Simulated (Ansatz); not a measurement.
KMgH3 (Pm-3m), computed twice by G0W0.

The structure is cubic, space group Pm-3m (No. 221). The conventional cell has a = 4.025 Å, b = 4.025 Å, c = 4.025 Å, α = 90.00°, β = 90.00°, γ = 90.00°. Nearest to K lie 12 H at 2.85 Å. Nearest to Mg lie 6 H at 2.01 Å. H has 2 Mg at 2.01 Å and 8 H at 2.85 Å and 4 K at 2.85 Å nearest. Farther neighbours are not listed.

```cif
data_structure
_symmetry_space_group_name_H-M 'P 1'
_symmetry_Int_Tables_number 1
_cell_length_a 4.0250
_cell_length_b 4.0250
_cell_length_c 4.0250
_cell_angle_alpha 90.000
_cell_angle_beta 90.000
_cell_angle_gamma 90.000
_cell_volume 65.21
loop_
_atom_site_label
_atom_site_type_symbol
_atom_site_fract_x
_atom_site_fract_y
_atom_site_fract_z
_atom_site_occupancy
K1 K 0.00000 0.00000 0.00000 1
Mg2 Mg 0.50000 0.50000 0.50000 1
H3 H 0.00000 0.50000 0.50000 1
H4 H 0.50000 0.00000 0.50000 1
H5 H 0.50000 0.50000 0.00000 1
```

The cell and positions come from the Crystallography Open Database and are kept as given unless a step says otherwise. PAW set soft_2, made with PBE.

The first (Ansatz 0.2.0; start LDA, 4×4×4 mesh, 194 empty bands, screening to 120 eV; 1 × NVIDIA H100 80GB HBM3 (shared by 6 runs) with 3 threads of AMD EPYC 7R13 (Zen 3), shared host) gave, on its mesh: starting gap 2.06 eV, G0W0 gap 4.29 eV, RPA ε∞ (mean) 3.57, 6.9 s.

Question: The second changes frequency model from contour deformation to plasmon pole. What does it give?

It gave: starting gap 2.06 eV, G0W0 gap 4.32 eV, RPA ε∞ (mean) 3.57, 12 s. The G0W0 gap moves by +0.02 eV, +0.00 eV from the start and +0.02 eV from the correction. Σc changes by −0.05 eV at the valence top and −0.02 eV at the conduction bottom, and Σx − Vxc between them by +0.00 eV.

Limits: not at the basis limit; coarse k mesh.

[Paths, hosts, dates, memory and timing lines, banners, echoed tables and standing remarks are left out of the program output.]

[Logs are printed without paths, hosts, clocks, repeated set-up lines and the standing remarks that a program may print on its own settings, such as how far it seeks lower states.]

[Runs of the session that timed out or met a known fault of the program may be left out.]

[Cells called generated may have been cut or substituted from an entry of the Crystallography Open Database or the Materials Project.]

[Hosts, paths, dates, database ids (printed as entryN), source tags and the programs' standing remarks are cut or masked in the printed files.]
